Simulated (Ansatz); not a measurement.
VO₂, space group P4_2/mnm: an equation of state with a fit, run with the Python package of Ansatz (0.2.0).

The script, `vo2_eos.py`:
```python
import ansatz as az
import numpy as np
from pymatgen.analysis.eos import EOS

VECTORS = np.array([
    [4.53, 0.0, 0.0],
    [0.0, 4.53, 0.0],
    [0.0, 0.0, 2.869],
])
SITES = [
    ('V', (0.0, 0.0, 0.0), 2.0),
    ('V', (0.5, 0.5, 0.5), 2.0),
    ('O', (0.305, 0.305, 0.0), 0.0),
    ('O', (0.195, 0.805, 0.5), 0.0),
    ('O', (0.695, 0.695, 0.0), 0.0),
    ('O', (0.805, 0.195, 0.5), 0.0),
]


def build(cell):
    crystal = az.Crystal(lattice=az.Lattice.of(cell))
    for symbol, position, moment in SITES:
        crystal = crystal.atom(symbol, position, moment=moment or None)
    return crystal

volumes, energies = [], []
for scale in np.linspace(0.94, 1.06, 7):
    cell = VECTORS * scale ** (1 / 3)
    job = (
        build(cell).calculation()
        .pseudopotentials('paw')
        .spin(az.SpinTreatment.COLLINEAR)
        .scf(tolerance=1e-10)
        .functional('lda')
        .occupations('fermi_dirac', width=0.05)
        .basis(500)
        .kpoints(5, 5, 8)
    )
    data = job.run(threads=1).report
    volumes.append(abs(np.linalg.det(cell)) / len(SITES))
    energies.append(data['free_energy_ev'] / len(SITES))
    print(f'V = {volumes[-1]:8.4f} A^3/atom  F = {energies[-1]:.5f} eV/atom')

for form in ['murnaghan', 'vinet']:
    fit = EOS(eos_name=form).fit(volumes, energies)
    print(f'{form:18s} V0 {fit.v0:8.4f} A^3/atom  B0 {fit.b0_GPa:7.1f} GPa  B1 {fit.b1:5.2f}')
```

Its results, one of them left out:

| V (Å³/atom) | F less the lowest row shown (meV/atom) |
| --- | --- |
| 9.224 | 3.38 |
| 9.420 | 0.00 |
| 9.616 | 3.70 |
| 9.812 | 13.78 |
| 10.009 | 29.61 |
| 10.205 | 50.58 |
| 10.401 | ? |

What is the missing energy at 10.401 Å³ an atom?

A third-order Birch-Murnaghan fit, E = E0 + (9 V0 B0 / 16) [(t - 1)³ B' + (t - 1)² (6 - 4t)] with t = (V0/V)^(2/3), through the 6 rows shown gives V0 = 9.412 Å³, B0 = 278.6 GPa, B' = 4.10 and E0 = -0.01 meV. At V = 10.401 Å³, t = 0.93555, and the fit extrapolates to 76.21 meV. The run gave 76.17 meV, a miss of 0.04 meV.

Reading the output:
- The magnetic order follows from the starting moments and needn't be the lowest.
- Shape and fractional positions are held along the curve, so the bulk modulus is an upper value where they are free to relax.
- The mesh is modest for a metal, so energies can be off by several to tens of meV an atom and pressures by half a GPa or more; differences at equal mesh fare better.
- Of the deposited cell: the entry's cell lengths or inner coordinates differ somewhat from later room-temperature determinations.
- This is a high-temperature or high-pressure form, not the ambient phase.
- Without a Hubbard U or exact exchange, semilocal functionals often make such 3d compounds metallic or too weakly gapped.
- The structure is a deposited one; some such entries were measured under pressure or heat, so a shift against it needn't be the functional's error alone.
- Finished in 3 min on 1 thread of Arm Neoverse N1, with other jobs on the host, peak memory 0.58 GiB.
